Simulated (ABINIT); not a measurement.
# Rh (Fm-3m) in ABINIT: a series of runs

Aim: see how the results for Rh move with the level of theory and the settings. Levels: r2SCAN, LDA. Tasks: single point.

Everything below comes from runs of ABINIT 10.8.3 (patched build). Logs are shortened: lines on timing, memory, paths and dates and some standing lists are left out, and cuts for length are marked. The log counts tension as positive stress, the text compression.

### 1 The crystal as given

The structure is cubic, space group Fm-3m (No. 225). The conventional cell has a = 3.796 Å, b = 3.796 Å, c = 3.796 Å, α = 90.00°, β = 90.00°, γ = 90.00°. Rh (site symmetry m-3m) has 12 Rh at 2.68 Å as nearest neighbours.

### 2 Single point, r2SCAN

Input file run.abi:

```
# Pseudopotentials
pp_dirpath "./"
pseudos "Rh.GGA_PBE-JTH.xml"

# Structure
acell 5.0719591737 5.0719591737 5.0719591737
rprim
     0.0000000000     0.7071067812     0.7071067812
     0.7071067812     0.0000000000     0.7071067812
     0.7071067812     0.7071067812     0.0000000000
ntypat 1
znucl 45
natom 1
typat 1
xred
     0.0000000000     0.0000000000     0.0000000000

# Plane-wave basis
ecut 24.0
pawecutdg 46.0

# k points
kptopt 1
ngkpt 7 7 7
nshiftk 1
shiftk 0.0 0.0 0.0

# Exchange and correlation
ixc -497498
usekden 1
pawxcdev 0

# Bands and occupations
nband 13
occopt 3
tsmear 0.05 eV

# SCF cycle
nstep 100
tolvrs 1.0e-7

# Output
iomode 3
prtwf 0
prtden 0
prteig 0
prtebands 0
enunit 1
```

Potentials or basis: JTH PAW PBE v2.0.

Started as:

```console
abinit run.abi > log 2>&1
```

run.abo:

```text
.Version 10.8.3 of ABINIT
 Symmetries : space group Fm -3 m (#225); Bravais cF (face-center cubic)
================================================================================
 Values of the parameters that define the memory need of the present run
     intxc =       0    ionmov =       0      iscf =      17    lmnmax =      18
     lnmax =       6     mgfft =      24  mpssoang =       3    mqgrid =    3001
     natom =       1  nloc_mem =       2    nspden =       1   nspinor =       1
    nsppol =       1      nsym =      48    n1xccc =       1    ntypat =       1
    occopt =       3   xclevel =       2
       mpw =         531          nfft =       13824          nkpt =          20
 PAW method is used; the additional fine FFT grid is defined by:
   mgfftf=        32    nfftf =     32768
================================================================================
================================================================================

--------------------------------------------------------------------------------
------------- Echo of variables that govern the present computation ------------
--------------------------------------------------------------------------------
 -outvars: echo values of preprocessed input variables --------
            acell      5.0719591737E+00  5.0719591737E+00  5.0719591737E+00 Bohr
              amu      1.02905500E+02
             ecut      2.40000000E+01 Hartree
           enunit           1
              ixc     -497498
         kptrlatt        7    0    0      0    7    0      0    0    7
          kptrlen      3.55037142E+01
            natom           1
            nband          13
            ngfft          24      24      24
          ngfftdg          32      32      32
             nkpt          20
            nstep         100
             nsym          48
           ntypat           1
           occopt           3
        pawecutdg      4.60000000E+01 Hartree
         pawxcdev           0
           prtden           0
        prtebands           0
           prteig           0
          prtkden           1
            prtwf           0
            rprim      0.0000000000E+00  7.0710678120E-01  7.0710678120E-01
                       7.0710678120E-01  0.0000000000E+00  7.0710678120E-01
                       7.0710678120E-01  7.0710678120E-01  0.0000000000E+00
          spgroup         225
           tolvrs      1.00000000E-07
           tsmear      1.83746611E-03 Hartree
            typat      1
          usekden           1
           useylm           1
            znucl       45.00000

================================================================================

 chkinp: Checking input parameters for consistency.

================================================================================
== DATASET  1 ==================================================================

--- !DatasetInfo
iteration_state: {dtset: 1, }
dimensions: {natom: 1, nkpt: 20, mband: 13, nsppol: 1, nspinor: 1, nspden: 1, mpw: 531, }
cutoff_energies: {ecut:  24.0, pawecutdg:  46.0, }
electrons: {nelect:   1.70000000E+01, charge:   0.00000000E+00, occopt:   3.00000000E+00, tsmear:   1.83746611E-03, }
meta: {optdriver: 0, ionmov: 0, optcell: 0, iscf: 17, paral_kgb: 0, }
[... 103 lines left out ...]

 ----iterations are completed or convergence reached----

 Mean square residual over all n,k,spin=   23.090E-11; max=  33.418E-09
 reduced coordinates (array xred) for    1 atoms
       0.000000000000      0.000000000000      0.000000000000
 rms dE/dt=  0.0000E+00; max dE/dt=  0.0000E+00; dE/dt below (all hartree)
    1       0.000000000000      0.000000000000      0.000000000000

 cartesian coordinates (angstrom) at end:
    1      0.00000000000000     0.00000000000000     0.00000000000000

 cartesian forces (hartree/bohr) at end:
    1     -0.00000000000000    -0.00000000000000    -0.00000000000000
 frms,max,avg= 0.0000000E+00 0.0000000E+00   0.000E+00  0.000E+00  0.000E+00 h/b

 cartesian forces (eV/Angstrom) at end:
    1     -0.00000000000000    -0.00000000000000    -0.00000000000000
 frms,max,avg= 0.0000000E+00 0.0000000E+00   0.000E+00  0.000E+00  0.000E+00 e/A
 length scales=  5.071959173700  5.071959173700  5.071959173700 bohr
              =  2.683965207532  2.683965207532  2.683965207532 angstroms
 Fermi (or HOMO) energy (eV) =  16.41642   Average Vxc (eV)= -14.41740
 Eigenvalues (   eV  ) for nkpt=  20  k points:
 kpt#   1, nband= 13, wtk=  0.00292, kpt=  0.0000  0.0000  0.0000 (reduced coord)
 -64.83925  -31.45880  -31.45880  -31.45880    8.13981   13.14611   13.14611   13.14611
  15.25648   15.25648   33.00686   38.76477   38.76477
 prteigrs : prtvol=0 or 1, do not print more k-points.

--- !EnergyTerms
iteration_state     : {dtset: 1, }
comment             : Components of total free energy in Hartree
kinetic             :  1.50811133558295E+01
hartree             :  1.87603149113081E+01
xc                  : -4.96426446466770E+00
Ewald energy        : -9.23641367389427E+01
psp_core            :  4.05722985573979E+00
local_psp           : -7.24392220809776E+01
PAW spherical_terms :  3.62823198789714E+01
internal            : -9.55866452827393E+01
'-kT*entropy'       : -2.09401249208809E-04
total_energy        : -9.55868546839885E+01
total_energy_eV     : -2.60105082284447E+03
...

--- !EnergyTermsDC
iteration_state     : {dtset: 1, }
comment             : '"Double-counting" decomposition of free energy'
band_energy         : -7.45033060954447E+00
Ewald energy        : -9.23641367389427E+01
psp_core            :  4.05722985573979E+00
xc_dc               : -1.68788296830735E+01
PAW spherical_terms :  1.70493294213551E+01
internal            : -9.55867377544658E+01
'-kT*entropy'       : -2.09401249208809E-04
total_energy_dc     : -9.55869471557150E+01
total_energy_dc_eV  : -2.60105333912834E+03
...

--- !EnergyTermsWithPAWCore
iteration_state     : {dtset: 1, }
comment             : 'Components of total free energy, including PAW core contributions'
Total energy        : -4.78484095754528E+03
Total energy DC     : -4.78484105001701E+03
Total energy (eV)   : -1.30202155421354E+05
Total energy DC (eV): -1.30202157937638E+05
...

 Cartesian components of stress tensor (hartree/bohr^3)
  sigma(1 1)= -2.80437013E-05  sigma(3 2)=  0.00000000E+00
  sigma(2 2)= -2.80437013E-05  sigma(3 1)=  0.00000000E+00
  sigma(3 3)= -2.80437013E-05  sigma(2 1)=  0.00000000E+00

-Cartesian components of stress tensor (GPa)         [Pressure=  8.2507E-01 GPa]
- sigma(1 1)= -8.25074177E-01  sigma(3 2)=  0.00000000E+00
- sigma(2 2)= -8.25074177E-01  sigma(3 1)=  0.00000000E+00
- sigma(3 3)= -8.25074177E-01  sigma(2 1)=  0.00000000E+00

== END DATASET(S) ==============================================================
================================================================================

 -outvars: echo values of variables after computation  --------
            acell      5.0719591737E+00  5.0719591737E+00  5.0719591737E+00 Bohr
           etotal     -9.5586947156E+01
            fcart     -0.0000000000E+00 -0.0000000000E+00 -0.0000000000E+00
            rprim      0.0000000000E+00  7.0710678120E-01  7.0710678120E-01
                       7.0710678120E-01  0.0000000000E+00  7.0710678120E-01
                       7.0710678120E-01  7.0710678120E-01  0.0000000000E+00
           strten     -2.8043701276E-05 -2.8043701276E-05 -2.8043701276E-05
                       0.0000000000E+00  0.0000000000E+00  0.0000000000E+00
 Calculation completed.
```

Wall time 22 s (1 thread of Arm Neoverse V2, shared host); peak memory 0.11 GiB.

What came out:

* Free energy: -2601.0533 eV
* Pressure: 0.8 GPa
* Band gap on the k mesh: none (metal or under the smearing width)
* Valence electrons inside the program's atomic spheres: Rh 14.89 (radii [1.1708] Å)

Levels at points of the mesh, in eV from the Fermi level:
```
           k point  band 4  band 5  band 6  band 7  band 8  band 9  band 10  band 11  band 12  band 13
(0.00, 0.00, 0.00)  -47.88   -8.28   -3.27   -3.27   -3.27   -1.16    -1.16    16.59    22.35    22.35
```

Caveat: the k mesh is coarse (spacing up to 0.41 Å⁻¹), so the values aren't converged; totals of a meta-GGA on PAW files have another zero than those of a GGA; the PAW data sets were made with another functional, which shifts forces and pressure a little.

### 3 Single point, LDA

Input file run.abi:

```
pp_dirpath "./"
pseudos "Rh.LDA_PW-JTH.xml"

acell 3*1.0
rprim
     0.0000000000     3.5864167256     3.5864167256
     3.5864167256     0.0000000000     3.5864167256
     3.5864167256     3.5864167256     0.0000000000
ntypat 1
znucl 45
natom 1
typat 1
xred
     0.0000000000     0.0000000000     0.0000000000

ecut 20.0
pawecutdg 40.0

kptopt 1
ngkpt 16 16 16
nshiftk 1
shiftk 0.0 0.0 0.0

ixc 7

nband 13
occopt 3
tsmear 0.05 eV

nstep 100
tolvrs 1.0e-9

iomode 3
prtwf 0
prtden 0
prteig 0
prtebands 0
enunit 2
```

Potentials or basis: JTH PAW LDA v2.0.

Started as:

```console
abinit run.abi > log 2>&1
```

Run time: 22 s. Hardware: 1 thread of Arm Neoverse V2, shared host; peak memory 0.11 GiB.

Results (log left out):

- Free energy: -3038.7559 eV
- Pressure: -9.6 GPa
- Band gap on the k mesh: none (metal or under the smearing width)
- Valence electrons inside the program's atomic spheres: Rh 14.89 (radii [1.1708] Å)

Levels at points of the mesh, in eV from the Fermi level:
```
           k point  band 6  band 7  band 8  band 9  band 10  band 11
(0.00, 0.00, 0.00)   -3.13   -3.13   -3.13   -0.98    -0.98    15.87
(0.50, 0.00, 0.00)   -3.20   -3.20    0.60    0.60     0.66     8.62
(0.50, 0.50, 0.00)   -6.04    0.58    1.02    1.02     3.17    12.28
```

### 4 Single point, LDA

Changes to run.abi since step 3:

```diff
@@ -1 +1,2 @@
+# Pseudopotentials
 pp_dirpath "./"
@@ -3,2 +4,3 @@
 
+# Structure
 acell 3*1.0
@@ -15,2 +17,3 @@
 
+# Plane-wave basis
 ecut 20.0
@@ -18,4 +21,5 @@
 
+# k points
 kptopt 1
-ngkpt 16 16 16
+ngkpt 5 5 5
 nshiftk 1
@@ -23,4 +27,6 @@
 
+# Exchange and correlation
 ixc 7
 
+# Bands and occupations
 nband 13
@@ -29,2 +35,3 @@
 
+# SCF cycle
 nstep 100
@@ -32,2 +39,3 @@
 
+# Output
 iomode 3
@@ -37,2 +45,2 @@
 prtebands 0
-enunit 2
+prtvol 2
```

Started as:

```console
abinit run.abi > log 2>&1
```

Wall time 2.5 s (1 thread of Arm Neoverse V2, shared host); peak memory 0.07 GiB.

Results (log left out):

```
Free energy                                           : -3038.6049 eV
Pressure                                              : -6.8 GPa
Band gap on the k mesh                                : none (metal or under the smearing width)
Valence electrons inside the program's atomic spheres : Rh 14.89 (radii [1.1708] Å)
```

Levels at points of the mesh, in eV from the Fermi level:
| k point | band 5 | band 6 | band 7 | band 8 | band 9 | band 10 | band 11 | band 12 | band 13 |
| --- | --- | --- | --- | --- | --- | --- | --- | --- | --- |
| (0.00, 0.00, 0.00) | -8.40 | -3.41 | -3.41 | -3.41 | -1.24 | -1.24 | 15.55 | 20.98 | 20.98 |

Caveat: the k mesh is coarse (spacing up to 0.57 Å⁻¹), so the values aren't converged.

### 5 Summary

| level | potentials or basis | k mesh | cutoff (eV) | fine-grid cutoff | mesh quality | gap on the mesh (eV) | pressure (GPa) |
| --- | --- | --- | --- | --- | --- | --- | --- |
| r2SCAN | JTH PAW PBE v2.0 | 7 × 7 × 7 | 653 | 1251.72 eV | coarse | none | 0.8 |
| LDA | JTH PAW LDA v2.0 | 16 × 16 × 16 | 544 | 1088.46 eV | not flagged | none | -9.6 |
| LDA | JTH PAW LDA v2.0 | 5 × 5 × 5 | 544 | 1088.46 eV | coarse | none | -6.8 |

Alike in all rows: task single point; no spin polarisation; cell as given; smearing fermi-dirac 0.05 eV.

Caveats: some runs use coarse meshes; totals of a meta-GGA on PAW files have another zero than those of a GGA (some runs); the PAW data sets were made with another functional, which shifts forces and pressure a little (some runs).

Absolute energies hang on the potentials; compare differences alone.
